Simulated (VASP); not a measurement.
# GaN in VASP: one cell, several levels of theory

Aim: gap, levels, forces and stress of GaN, database structure, under +6.0 % strain along z alone at fixed geometry. Runs: PBE, r2SCAN. The results are then set beside those of Ansatz 0.2.0 for the same cell.

The runs shown are made with VASP 6.6.1. PAW datasets, plane waves. Calculated at 0 K for a non-magnetic cell.

## (1) The structure to begin with

The cell comes from an earlier relaxation with r2SCAN in another program, then strained, with the atoms relaxed again.

It is tetragonal, I-4m2 (No. 119); conventional cell a = 3.180 Å, c = 4.767 Å, 12.05 Å³ an atom. Ga has 4 N at 1.99 Å; N has 4 Ga at 1.99 Å.

As a file:

Space group I-4m2 (No. 119). a = 3.180 Å, b = 3.180 Å, c = 4.767 Å, α = 90.00°, β = 90.00°, γ = 90.00°
```csv
atom,site,symmetry,x,y,z
Ga,2a,-4m2,0.0000,0.0000,0.0000
N,2c,-4m2,0.0000,0.5000,0.2500
```

## (2) Single point with PBE

Input file INCAR:

```
ENCUT = 520.000000
SIGMA = 0.020000
EDIFF = 1.00e-07
GGA = PE
PREC = Accurate
IBRION = -1
ISIF = 2
ISMEAR = -1
NBANDS = 16
NELM = 120
NSW = 0
LASPH = .TRUE.
LCHARG = .FALSE.
LWAVE = .FALSE.
LREAL = .FALSE.
```

Input file KPOINTS:

```
KPOINTS created by Atomic Simulation Environment
0
Gamma
10 10 10
0 0 0
```

Input file KPOINTS_OPT:

```
special points
6
Reciprocal
0.0000000000 0.0000000000 0.0000000000 1
-0.5000000000 -0.5000000000 0.0000000000 1
-0.3750000000 -0.3750000000 0.2500000000 1
-0.3750000000 0.0000000000 0.3750000000 1
0.0000000000 0.0000000000 0.5000000000 1
-0.5000000000 -0.2500000000 0.2500000000 1
```

Input file POSCAR:

```
Ga N
 1.0000000000000000
     0.0000000000000000    2.2489526240000002    2.3834399908999999
     2.2489526240000002    0.0000000000000000    2.3834399908999999
     2.2489526240000002    2.2489526240000002    0.0000000000000000
 Ga  N
   1   1
Cartesian
  0.0000000000000000  0.0000000000000000  0.0000000000000000
  3.3734289360000003  3.3734289360000003  3.5751599863500001
```

Potentials: the recommended PBE PAW datasets, 18 valence electrons in the neutral cell.

On the command line:

```console
$ mpirun -np 1 vasp_std
```

Standard output, without the iteration lines:

```text
POSCAR found type information on POSCAR GaN
 POSCAR found :  2 types and       2 ions
 LDA part: xc-table for (Slater+PW92), standard interpolation
 POSCAR, INCAR and KPOINTS ok, starting setup
 FFT: planning ... GRIDC
 FFT: planning ... GRID_SOFT
 FFT: planning ... GRID
 WAVECAR not read
 entering main loop
 Start KPOINTS_OPT (optional k-point list driver)
k-point batch [1-6\6]
```

OSZICAR:

```text
N       E                     dE             d eps       ncg     rms          rms(c)
DAV:   1     0.855144083741E+02    0.85514E+02   -0.92972E+03  3544   0.199E+03
DAV:   2    -0.767540103347E+01   -0.93190E+02   -0.86630E+02  3720   0.332E+02
DAV:   3    -0.139694610006E+02   -0.62941E+01   -0.62674E+01  3800   0.725E+01
DAV:   4    -0.140450807088E+02   -0.75620E-01   -0.75607E-01  4216   0.866E+00
DAV:   5    -0.140460729648E+02   -0.99226E-03   -0.99225E-03  3960   0.864E-01    0.754E+00
DAV:   6    -0.121306790026E+02    0.19154E+01   -0.49814E+00  4936   0.382E+01    0.270E+00
DAV:   7    -0.121322624140E+02   -0.15834E-02   -0.29623E-01  3520   0.679E+00    0.175E+00
DAV:   8    -0.121285443751E+02    0.37180E-02   -0.69749E-02  3616   0.316E+00    0.880E-01
DAV:   9    -0.121237002064E+02    0.48442E-02   -0.13639E-02  4872   0.244E+00    0.247E-01
DAV:  10    -0.121241328039E+02   -0.43260E-03   -0.13376E-03  3720   0.428E-01    0.134E-01
DAV:  11    -0.121240504080E+02    0.82396E-04   -0.22202E-04  4768   0.246E-01    0.132E-02
DAV:  12    -0.121240546789E+02   -0.42709E-05   -0.25443E-05  3760   0.456E-02    0.312E-03
DAV:  13    -0.121240546215E+02    0.57396E-07   -0.49296E-07  4328   0.119E-02
   1 F= -.12124055E+02 E0= -.12124055E+02  d E =-.113333E-10
       N       E                     dE             ncg
DAV:   1     0.201899459584E+04   -0.40840E+04      208
DAV:   2     0.149246377505E+04   -0.52653E+03      232
DAV:   3     0.145910897256E+04   -0.33355E+02      224
DAV:   4     0.145870039863E+04   -0.40857E+00      264
DAV:   5     0.145869607053E+04   -0.43281E-02      216
DAV:   6     0.145869592199E+04   -0.14854E-03      304
DAV:   7     0.145869591976E+04   -0.22376E-05      200
DAV:   8     0.145869591967E+04   -0.84999E-07      240
```

The lines after F= are the extra pass for the points of KPOINTS_OPT, at fixed density; their E is not a total energy.

Parts of OUTCAR:

```text
k-points           NKPTS =    102   k-points in BZ     NKDIM =    102   number of bands    NBANDS=     16

   NELECT =      18.0000    total number of electrons

   dimension x,y,z NGX =    24 NGY =   24 NGZ =   24
   dimension x,y,z NGXF=    48 NGYF=   48 NGZF=   48

  energy-cutoff  :      520.00
  volume of cell :       24.11
      direct lattice vectors                 reciprocal lattice vectors
     0.000000000  2.248952624  2.383439991    -0.222325715  0.222325715  0.209780822
     2.248952624  0.000000000  2.383439991     0.222325715 -0.222325715  0.209780822
     2.248952624  2.248952624  0.000000000     0.222325715  0.222325715 -0.209780822

 k-points in reciprocal lattice and weights: KPOINTS created by Atomic Simulation Env
   0.00000000  0.00000000  0.00000000       0.001
   0.10000000 -0.00000000  0.00000000       0.008
   0.20000000 -0.00000000  0.00000000       0.008
   0.30000000 -0.00000000  0.00000000       0.008
   0.40000000  0.00000000  0.00000000       0.008
   0.50000000 -0.00000000  0.00000000       0.004
   0.10000000  0.10000000  0.00000000       0.002
   0.20000000  0.10000000  0.00000000       0.008
[... 94 more k-points ...]

 E-fermi :   5.2062

 k-point     1 :       0.0000    0.0000    0.0000
  band No.  band energies     occupation
      1     -10.7651      2.00000
      2      -8.7253      2.00000
      3      -8.6646      2.00000
      4      -8.6646      2.00000
      5      -8.4194      2.00000
      6      -8.4155      2.00000
      7       4.5379      2.00000
      8       4.8293      2.00000
      9       4.8293      2.00000
     10       6.1064      0.00000
     11      14.6752      0.00000
     12      14.6752      0.00000
     13      14.8358      0.00000
     14      21.6430      0.00000
     15      22.0632      0.00000
     16      22.8306      0.00000

 k-point     2 :       0.1000   -0.0000    0.0000
  band No.  band energies     occupation
      1     -10.6673      2.00000
      2      -8.7048      2.00000
      3      -8.6533      2.00000
      4      -8.6310      2.00000
      5      -8.4217      2.00000
      6      -8.4145      2.00000
      7       3.5941      2.00000
      8       4.5334      2.00000
      9       4.7427      2.00000
     10       7.0152      0.00000
     11      14.1570      0.00000
     12      14.8592      0.00000
     13      14.9574      0.00000
     14      20.8986      0.00000
     15      22.1959      0.00000
     16      22.5619      0.00000

 k-point     3 :       0.2000   -0.0000    0.0000
  band No.  band energies     occupation
      1     -10.4289      2.00000
      2      -8.6691      2.00000
      3      -8.6268      2.00000
      4      -8.4734      2.00000
      5      -8.4241      2.00000
      6      -8.4006      2.00000
      7       1.8659      2.00000
      8       4.2491      2.00000
      9       4.5302      2.00000
     10       8.0769      0.00000
     11      13.3512      0.00000
     12      15.1073      0.00000
     13      15.2295      0.00000
     14      20.2314      0.00000
     15      21.4911      0.00000
     16      21.5970      0.00000

 k-point     4 :       0.3000   -0.0000    0.0000
  band No.  band energies     occupation
      1     -10.1938      2.00000
      2      -8.6439      2.00000
      3      -8.6033      2.00000
      4      -8.4174      2.00000
      5      -8.3962      2.00000
      6      -8.0574      2.00000
      7       0.1072      2.00000
      8       3.9347      2.00000
      9       4.2909      2.00000
     10       8.7105      0.00000
     11      13.0016      0.00000
     12      14.9750      0.00000
     13      15.4018      0.00000
     14      19.9374      0.00000
     15      21.7409      0.00000
     16      21.7454      0.00000

 k-point     5 :       0.4000    0.0000    0.0000
  band No.  band energies     occupation
      1     -10.0657      2.00000
      2      -8.6334      2.00000
      3      -8.5938      2.00000
      4      -8.4019      2.00000
      5      -8.3710      2.00000
      6      -7.4804      2.00000
      7      -1.3458      2.00000
      8       3.6988      2.00000
      9       4.1129      2.00000
     10       8.9105      0.00000
     11      13.0899      0.00000
     12      14.6866      0.00000
     13      15.3146      0.00000
     14      19.8304      0.00000
     15      22.8541      0.00000
     16      23.0527      0.00000

[... the tables of k-points 6 to 102 left out ...]

  Total       -0.2002923     -0.2002923     -1.4247842      0.0000000      0.0000000     -0.0000000
  in kB      -13.3100610    -13.3100610    -94.6814370      0.0000000      0.0000000     -0.0000000
  external PRESSURE =     -40.4338530 kB  Pullay stress =       0.0000000 kB

 POSITION                                       TOTAL-FORCE (eV/Angst)
 -----------------------------------------------------------------------------------
      0.00000      0.00000      0.00000        -0.000000     -0.000000      0.000000
      3.37343      3.37343      3.57516         0.000000      0.000000      0.000000
 -----------------------------------------------------------------------------------
    total drift:                               -0.000001     -0.000001     -0.000002

  FREE ENERGIE OF THE ION-ELECTRON SYSTEM (eV)
  ---------------------------------------------------
  free  energy   TOTEN  =       -12.1240546215 eV

  energy  without entropy=      -12.1240546215  energy(sigma->0) =      -12.12405462
```

Hardware: 1 MPI rank of Intel Xeon Platinum 8488C, shared host.

The levels at the points of KPOINTS_OPT are read from vasprun.xml.

Levels at the named points, in eV from the top of band v (v: the last filled band by count, c: the next):

```tsv
point	v−1	v	c	c+1
Γ	0.00	0.00	1.28	9.85
X	-2.33	-2.33	3.50	6.80
U	-4.08	-1.84	5.17	7.57
K	-4.04	-2.25	4.65	7.17
L	-1.22	-0.78	4.10	8.37
W	-3.53	-3.47	6.16	7.74
```

The PBE gap is 1.28 eV, direct at Γ. The pressure is -4.04 GPa; the forces vanish within 0.01 eV/Å.

## (3) r2SCAN at this geometry

Input file INCAR:

```
ENCUT = 520.000000
SIGMA = 0.010000
EDIFF = 1.00e-07
ALGO = Normal
METAGGA = R2SCAN
PREC = Accurate
IBRION = -1
ISIF = 2
ISMEAR = 0
NBANDS = 16
NELM = 120
NSW = 0
LASPH = .TRUE.
LCHARG = .FALSE.
LWAVE = .FALSE.
LREAL = .FALSE.
```

KPOINTS is that of step 2.

KPOINTS_OPT is that of step 2.

POSCAR is that of step 2.

On the command line:

```console
$ mpirun -np 1 vasp_std
```

Printed to the terminal (iteration lines stand in OSZICAR):

```text
POSCAR found type information on POSCAR GaN
 POSCAR found :  2 types and       2 ions
 -----------------------------------------------------------------------------
|                                                                             |
|                                                                             |
|     You enforced a specific xc type in the INCAR file but a different       |
|     I HOPE YOU KNOW WHAT YOU ARE DOING!                                     |
|                                                                             |
 -----------------------------------------------------------------------------

 LDA part: xc-table for (None), standard interpolation
 POSCAR, INCAR and KPOINTS ok, starting setup
 FFT: planning ... GRIDC
 FFT: planning ... GRID_SOFT
 FFT: planning ... GRID
 WAVECAR not read
 entering main loop
 Start KPOINTS_OPT (optional k-point list driver)
k-point batch [1-6\6]
```

OSZICAR (excerpt; [...] marks lines left out):

```text
N       E                     dE             d eps       ncg     rms          rms(c)
DAV:   1     0.748586457203E+02    0.74859E+02   -0.95162E+03  3544   0.204E+03
DAV:   2    -0.201413543528E+02   -0.95000E+02   -0.88410E+02  3720   0.341E+02
DAV:   3    -0.266217741455E+02   -0.64804E+01   -0.64534E+01  3792   0.746E+01
DAV:   4    -0.267009490927E+02   -0.79175E-01   -0.79162E-01  4248   0.897E+00
DAV:   5    -0.267019899533E+02   -0.10409E-02   -0.10409E-02  3936   0.895E-01    0.698E+00
DAV:   6    -0.217452933819E+02    0.49567E+01   -0.35393E+00  4936   0.394E+01    0.245E+00
DAV:   7    -0.218262118194E+02   -0.80918E-01   -0.37770E-01  3512   0.697E+00    0.170E+00
DAV:   8    -0.218382374007E+02   -0.12026E-01   -0.41213E-02  4520   0.484E+00    0.256E-01
DAV:   9    -0.218363946169E+02    0.18428E-02   -0.13095E-02  4848   0.301E+00    0.145E-01
DAV:  10    -0.218365320229E+02   -0.13741E-03   -0.99329E-04  3736   0.264E-01    0.156E-01
[... 14 lines left out ...]
DAV:  25    -0.218365961480E+02   -0.16521E-08   -0.13719E-09  1640   0.396E-04
   1 F= -.21836596E+02 E0= -.21836596E+02  d E =-.521029E-37
       N       E                     dE             ncg
DAV:   1     0.197455056848E+04   -0.41284E+04      208
DAV:   2     0.143354396543E+04   -0.54101E+03      216
DAV:   3     0.139601513903E+04   -0.37529E+02      224
DAV:   4     0.139554929842E+04   -0.46584E+00      256
DAV:   5     0.139554455070E+04   -0.47477E-02      224
DAV:   6     0.139554439822E+04   -0.15248E-03      304
DAV:   7     0.139554439747E+04   -0.74895E-06      224
DAV:   8     0.139554439745E+04   -0.25081E-07      216
```

OUTCAR, selected sections:

```text
k-points           NKPTS =    102   k-points in BZ     NKDIM =    102   number of bands    NBANDS=     16

   NELECT =      18.0000    total number of electrons

   dimension x,y,z NGX =    24 NGY =   24 NGZ =   24
   dimension x,y,z NGXF=    48 NGYF=   48 NGZF=   48

  energy-cutoff  :      520.00
  volume of cell :       24.11
      direct lattice vectors                 reciprocal lattice vectors
     0.000000000  2.248952624  2.383439991    -0.222325715  0.222325715  0.209780822
     2.248952624  0.000000000  2.383439991     0.222325715 -0.222325715  0.209780822
     2.248952624  2.248952624  0.000000000     0.222325715  0.222325715 -0.209780822

 k-points in reciprocal lattice and weights: KPOINTS created by Atomic Simulation Env
   0.00000000  0.00000000  0.00000000       0.001
   0.10000000 -0.00000000  0.00000000       0.008
   0.20000000 -0.00000000  0.00000000       0.008
   0.30000000 -0.00000000  0.00000000       0.008
   0.40000000  0.00000000  0.00000000       0.008
   0.50000000 -0.00000000  0.00000000       0.004
   0.10000000  0.10000000  0.00000000       0.002
   0.20000000  0.10000000  0.00000000       0.008
[... 94 more k-points ...]

 E-fermi :   4.6532

 k-point     1 :       0.0000    0.0000    0.0000
  band No.  band energies     occupation
      1     -11.8214      2.00000
      2      -9.3822      2.00000
      3      -9.3226      2.00000
      4      -9.3226      2.00000
      5      -9.0499      2.00000
      6      -9.0455      2.00000
      7       4.2726      2.00000
      8       4.5669      2.00000
      9       4.5669      2.00000
     10       6.2272      0.00000
     11      15.0923      0.00000
     12      15.0924      0.00000
     13      15.2687      0.00000
     14      22.2997      0.00000
     15      22.6099      0.00000
     16      23.2636      0.00000

 k-point     2 :       0.1000   -0.0000    0.0000
  band No.  band energies     occupation
      1     -11.7222      2.00000
      2      -9.3614      2.00000
      3      -9.3108      2.00000
      4      -9.2886      2.00000
      5      -9.0521      2.00000
      6      -9.0445      2.00000
      7       3.3438      2.00000
      8       4.2673      2.00000
      9       4.4783      2.00000
     10       7.1234      0.00000
     11      14.5686      0.00000
     12      15.2845      0.00000
     13      15.3951      0.00000
     14      21.3582      0.00000
     15      22.7901      0.00000
     16      23.0562      0.00000

 k-point     3 :       0.2000   -0.0000    0.0000
  band No.  band energies     occupation
      1     -11.4741      2.00000
      2      -9.3244      2.00000
      3      -9.2827      2.00000
      4      -9.1338      2.00000
      5      -9.0546      2.00000
      6      -9.0337      2.00000
      7       1.5602      2.00000
      8       3.9733      2.00000
      9       4.2600      2.00000
     10       8.2458      0.00000
     11      13.7517      0.00000
     12      15.5421      0.00000
     13      15.6657      0.00000
     14      20.7004      0.00000
     15      21.9989      0.00000
     16      22.0529      0.00000

 k-point     4 :       0.3000   -0.0000    0.0000
  band No.  band energies     occupation
      1     -11.2102      2.00000
      2      -9.2968      2.00000
      3      -9.2563      2.00000
      4      -9.0487      2.00000
      5      -9.0273      2.00000
      6      -8.7487      2.00000
      7      -0.2486      2.00000
      8       3.6485      2.00000
      9       4.0136      2.00000
     10       8.9295      0.00000
     11      13.4051      0.00000
     12      15.3799      0.00000
     13      15.8214      0.00000
     14      20.4438      0.00000
     15      22.2481      0.00000
     16      22.2905      0.00000

 k-point     5 :       0.4000    0.0000    0.0000
  band No.  band energies     occupation
      1     -11.0475      2.00000
      2      -9.2841      2.00000
      3      -9.2439      2.00000
      4      -9.0345      2.00000
      5      -9.0023      2.00000
      6      -8.2168      2.00000
      7      -1.7228      2.00000
      8       3.4044      2.00000
      9       3.8298      2.00000
     10       9.1489      0.00000
     11      13.5133      0.00000
     12      15.0580      0.00000
     13      15.7032      0.00000
     14      20.3709      0.00000
     15      23.4779      0.00000
     16      23.7393      0.00000

[... the tables of k-points 6 to 102 left out ...]

  Total       -0.9695751     -0.9695751     -2.2935036      0.0000000     -0.0000000     -0.0000000
  in kB      -64.4313467    -64.4313467   -152.4106026      0.0000000     -0.0000000     -0.0000000
  external PRESSURE =     -93.7577653 kB  Pullay stress =       0.0000000 kB

 POSITION                                       TOTAL-FORCE (eV/Angst)
 -----------------------------------------------------------------------------------
      0.00000      0.00000      0.00000         0.000000      0.000000      0.000000
      3.37343      3.37343      3.57516        -0.000000     -0.000000      0.000000
 -----------------------------------------------------------------------------------
    total drift:                               -0.000021     -0.000021      0.000009

  FREE ENERGIE OF THE ION-ELECTRON SYSTEM (eV)
  ---------------------------------------------------
  free  energy   TOTEN  =       -21.8365961480 eV

  energy  without entropy=      -21.8365961480  energy(sigma->0) =      -21.83659615
```

Hardware: 1 MPI rank of Intel Xeon Platinum 8488C, shared host.

The levels at the points of KPOINTS_OPT are read from vasprun.xml.

Band energies at the special points (eV, zero at the top of v, the last band that the electrons fill by count):

```tsv
point	v−1	v	c	c+1
Γ	0.00	0.00	1.66	10.53
X	-2.40	-2.40	3.91	7.40
U	-4.16	-1.90	5.65	8.25
K	-4.13	-2.32	5.10	7.81
L	-1.25	-0.80	4.61	9.07
W	-3.62	-3.53	6.66	8.44
```

The r2SCAN gap is 1.66 eV, direct at Γ. The pressure is -9.38 GPa; the forces vanish within 0.01 eV/Å.

## (4) Summary

```
 level  gap (eV)  pressure (GPa)  Ansatz: gap (eV)  Ansatz: pressure (GPa)
   PBE      1.28           -4.04              1.27                   -4.17
r2SCAN      1.66           -9.38              1.67                  -10.25
```

The gap runs from 1.28 eV (PBE) to 1.66 eV (r2SCAN). At this one volume the pressure spans -9.4 GPa (r2SCAN) to -4.0 GPa (PBE): PBE wants the largest cell and r2SCAN the smallest. The two programs agree on the gap within 0.02 eV, far less than the spread between functionals. Datasets and cutoffs are each program's own.
